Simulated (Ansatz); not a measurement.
# Ta: properties at the relaxed cell

One table from this session's results is given with a row withheld; the runs are named, their logs left out.

Method: DFT PBE and PBEsol (the runs whose input is shown use PBEsol), scalar-relativistic, plane waves, PAW, in Ansatz 0.2.0.

## The starting structure

The structure is tetragonal, space group P4_2/mnm (No. 136). The conventional cell has a = 10.245 Å, b = 10.245 Å, c = 5.336 Å, α = 90.00°, β = 90.00°, γ = 90.00°. Around Ta (site symmetry mmm) lie 12 Ta at 2.76 to 3.07 Å. Ta (site symmetry m) has 12 Ta at 2.76 to 3.13 Å as nearest neighbours. Around Ta (site symmetry m) lie 6 Ta at 2.73 to 2.92 Å. Ta (site symmetry m2m) is surrounded by 9 Ta at 2.82 to 3.13 Å. Ta (site symmetry m) is surrounded by 7 Ta at 2.66 to 2.99 Å.

Coordinates:

```
CELL_PARAMETERS angstrom
10.24549 0.00000 0.00000
0.00000 10.24549 0.00000
0.00000 0.00000 5.33642
ATOMIC_POSITIONS crystal
Ta 0.50000 0.00000 0.25032
Ta 0.00000 0.50000 0.74968
Ta 0.76093 0.06722 0.25029
Ta 0.06722 0.23907 0.74971
Ta 0.23907 0.93278 0.25029
Ta 0.93278 0.76093 0.74971
Ta 0.26093 0.43278 0.74971
Ta 0.56722 0.26093 0.25029
Ta 0.73907 0.56722 0.74971
Ta 0.43278 0.73907 0.25029
Ta 0.03470 0.12866 0.24970
Ta 0.12866 0.96530 0.75030
Ta 0.96530 0.87134 0.24970
Ta 0.87134 0.03470 0.75030
Ta 0.53470 0.37134 0.75030
Ta 0.62866 0.53470 0.24970
Ta 0.46530 0.62866 0.75030
Ta 0.37134 0.46530 0.24970
Ta 0.10495 0.39505 0.24959
Ta 0.39505 0.89505 0.75041
Ta 0.89505 0.60495 0.24959
Ta 0.60495 0.10495 0.75041
Ta 0.81868 0.31868 0.00062
Ta 0.31868 0.18132 0.99938
Ta 0.18132 0.68132 0.00062
Ta 0.68132 0.81868 0.99938
Ta 0.81869 0.31869 0.49923
Ta 0.31869 0.18131 0.50077
Ta 0.18131 0.68131 0.49923
Ta 0.68131 0.81869 0.50077
```

This cell was relaxed beforehand with the same method: volume 18.67 Å³/atom, gap on the mesh none (metal).

Set-up of the first run:

Contents of input.yaml:

```yaml
crystal:
  lattice:
    - [10.2454912074, 0.0, 0.0]
    - [0.0, 10.2454912074, 0.0]
    - [0.0, 0.0, 5.3364208561]
  atoms:
    - { symbol: Ta, position: [0.5, 0.0, 0.2503206224] }
    - { symbol: Ta, position: [0.0, 0.5, 0.7496793776] }
    - { symbol: Ta, position: [0.760932055, 0.0672196499, 0.2502925464] }
    - { symbol: Ta, position: [0.0672196499, 0.239067945, 0.7497074536] }
    - { symbol: Ta, position: [0.239067945, 0.9327803501, 0.2502925464] }
    - { symbol: Ta, position: [0.9327803501, 0.760932055, 0.7497074536] }
    - { symbol: Ta, position: [0.260932055, 0.4327803501, 0.7497074536] }
    - { symbol: Ta, position: [0.5672196499, 0.260932055, 0.2502925464] }
    - { symbol: Ta, position: [0.739067945, 0.5672196499, 0.7497074536] }
    - { symbol: Ta, position: [0.4327803501, 0.739067945, 0.2502925464] }
    - { symbol: Ta, position: [0.0347035235, 0.1286579989, 0.2496981653] }
    - { symbol: Ta, position: [0.1286579989, 0.9652964765, 0.7503018347] }
    - { symbol: Ta, position: [0.9652964765, 0.8713420011, 0.2496981653] }
    - { symbol: Ta, position: [0.8713420011, 0.0347035235, 0.7503018347] }
    - { symbol: Ta, position: [0.5347035235, 0.3713420011, 0.7503018347] }
    - { symbol: Ta, position: [0.6286579989, 0.5347035235, 0.2496981653] }
    - { symbol: Ta, position: [0.4652964765, 0.6286579989, 0.7503018347] }
    - { symbol: Ta, position: [0.3713420011, 0.4652964765, 0.2496981653] }
    - { symbol: Ta, position: [0.1049466417, 0.3950533583, 0.2495880561] }
    - { symbol: Ta, position: [0.3950533583, 0.8950533583, 0.7504119439] }
    - { symbol: Ta, position: [0.8950533583, 0.6049466417, 0.2495880561] }
    - { symbol: Ta, position: [0.6049466417, 0.1049466417, 0.7504119439] }
    - { symbol: Ta, position: [0.8186771686, 0.3186771686, 0.0006197803] }
    - { symbol: Ta, position: [0.3186771686, 0.1813228314, -0.0006197803] }
    - { symbol: Ta, position: [0.1813228314, 0.6813228314, 0.0006197803] }
    - { symbol: Ta, position: [0.6813228314, 0.8186771686, -0.0006197803] }
    - { symbol: Ta, position: [0.818689321, 0.318689321, 0.4992314615] }
    - { symbol: Ta, position: [0.318689321, 0.181310679, 0.5007685385] }
    - { symbol: Ta, position: [0.181310679, 0.681310679, 0.4992314615] }
    - { symbol: Ta, position: [0.681310679, 0.818689321, 0.5007685385] }
basis:
  ecutwfc: 420
kpoints:
  mp_grid: { grid: [4, 4, 8] }
hamiltonian:
  xc: pbesol
scf:
  occupations: { method: gaussian, width: 0.1 }
output:
  forces: true
  stress: true
  eigenvalues: true
relax:
  adjacent_minimum: "off"
  f_tol: 0.005
  max_steps: 50
  cell: { stress_tol: 0.05 }
```

Launch:

```bash
$ ansatz run input.yaml --threads 8 --pin off --max-ram 22528MiB --backend cpu --events-out ev --progress --plain --runs-dir out
```

Steps of the session up to this table: Relaxing with PBEsol; Relaxing with PBE+D3(BJ); Relaxing with LDA; The cell under r2SCAN.

One table of the session follows, with a row left open; its other results are not shown here.

It belongs to the step «Relaxed cells side by side». 

| functional | a (Å) | b (Å) | c (Å) | volume (Å³/atom) |
| --- | --- | --- | --- | --- |
| PBE | 10.245 | 10.245 | 5.336 | 18.67 |
| PBEsol | ? | ? | ? | ? |
| PBE+D3(BJ) | 10.143 | 10.143 | 5.290 | 18.14 |
| LDA | 10.034 | 10.034 | 5.251 | 17.62 |
| r2SCAN | 10.213 | 10.213 | 5.302 | 18.44 |

**Question.** Estimate the row for PBEsol.

The run gave: a (Å): 10.129; b (Å): 10.129; c (Å): 5.283; volume (Å³/atom): 18.07. In the column «a (Å)» it lies between LDA (10.034) and PBE+D3(BJ) (10.143).
